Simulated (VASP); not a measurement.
**VASP 6.6.1 run: CuI**

INCAR

```
LASPH = .TRUE.
LREAL = .FALSE.
TIME = 8
EDIFF = 1E-7
SIGMA = 0.02
PREC = Accurate
NBANDS = 16
LWAVE = .FALSE.
NELM = 70
LCHARG = .FALSE.
GGA = PE
ISMEAR = -1
IBRION = -1
ALGO = Damped
ISIF = 2
ENCUT = 520
NSW = 0
```

KPOINTS

```
KPOINTS created by Atomic Simulation Environment
0
Gamma
8 8 8
0 0 0
```

POSCAR

```
Cu I
 1.0000000000000000
     0.0000000000000000    3.0120291186310792    3.0120291186310792
     3.0120291186310792    0.0000000000000000    3.0120291186310792
     3.0120291186310792    3.0120291186310792    0.0000000000000000
 Cu  I
   1   1
Cartesian
  0.0000000000000000  0.0000000000000000  0.0000000000000000
  1.5060145593155396  1.5060145593155396  1.5060145593155396
```

The recommended PBE PAW datasets give the neutral cell 18 valence electrons.

Command

```
mpirun -np 1 vasp_std
```

OSZICAR

```
N       E                     dE             d eps       ncg     rms           ort
DAV:   1     0.166720844490E+03    0.16672E+03   -0.77129E+03   464   0.139E+03
DAV:   2     0.472957364957E+02   -0.11943E+03   -0.11149E+03   464   0.306E+02
DAV:   3     0.497267357603E+01   -0.42323E+02   -0.39744E+02   464   0.164E+02
DAV:   4    -0.368898428622E+01   -0.86617E+01   -0.84600E+01   464   0.935E+01
DAV:   5    -0.547722709410E+01   -0.17882E+01   -0.17619E+01   464   0.351E+01
SDA:   6    -0.469786215656E+01    0.77936E+00   -0.65827E+02   464   0.823E+01   0.000E+00
DMP:   7     0.250146169774E+03    0.25484E+03   -0.21260E+04   464   0.258E+03  -0.224E+02
DMP:   8     0.113795385067E+04    0.88781E+03   -0.48029E+05   464   0.599E+04  -0.435E+02
DMP:   9     0.668584063033E+03   -0.46937E+03   -0.13277E+05   464   0.164E+04  -0.487E+02
DMP:  10     0.104631605332E+04    0.37773E+03   -0.33053E+05   464   0.410E+04  -0.972E+02
...
DMP:  62     0.268003444597E+03    0.29244E+02   -0.56963E+03   464   0.553E+02  -0.476E+02
DMP:  63     0.233936882724E+03   -0.34067E+02   -0.73954E+01   464   0.949E+00   0.723E-01
DMP:  64     0.255984802910E+03    0.22048E+02   -0.55462E+03   464   0.548E+02  -0.437E+02
DMP:  65     0.230571989330E+03   -0.25413E+02   -0.72823E+01   464   0.915E+00   0.129E-01
DMP:  66     0.233876144227E+03    0.33042E+01   -0.45563E+03   464   0.448E+02  -0.364E+02
DMP:  67     0.227848970456E+03   -0.60272E+01   -0.59294E+01   464   0.731E+00  -0.294E-01
DMP:  68     0.243427345143E+03    0.15578E+02   -0.48481E+03   464   0.556E+02  -0.150E+02
DMP:  69     0.225686231482E+03   -0.17741E+02   -0.46548E+01   464   0.579E+00  -0.713E-02
DMP:  70     0.247933059207E+03    0.22247E+02   -0.52458E+03   464   0.553E+02  -0.309E+02
   1 F= 0.24793306E+03 E0= 0.24793306E+03  d E =0.000000E+00
```

Standard output (part)

```
POSCAR found type information on POSCAR CuI
 POSCAR found :  2 types and       2 ions
 LDA part: xc-table for (Slater+PW92), standard interpolation
 POSCAR, INCAR and KPOINTS ok, starting setup
 WAVECAR not read
 entering main loop
 final diagonalization occupied
|     The electronic self-consistency was not achieved in the given           |
|     number of steps (NELM). The forces and other quantities evaluated       |
|     might not be reliable so examine the results carefully. If you find     |
|     spurious results, we suggest increasing NELM, if you were close to      |
|     convergence or switching to a different ALGO or adjusting the           |
|     density mixing parameters otherwise.                                    |
```

It didn't converge.

Why shouldn't this run be trusted?

Damping step far too long. It didn't converge.
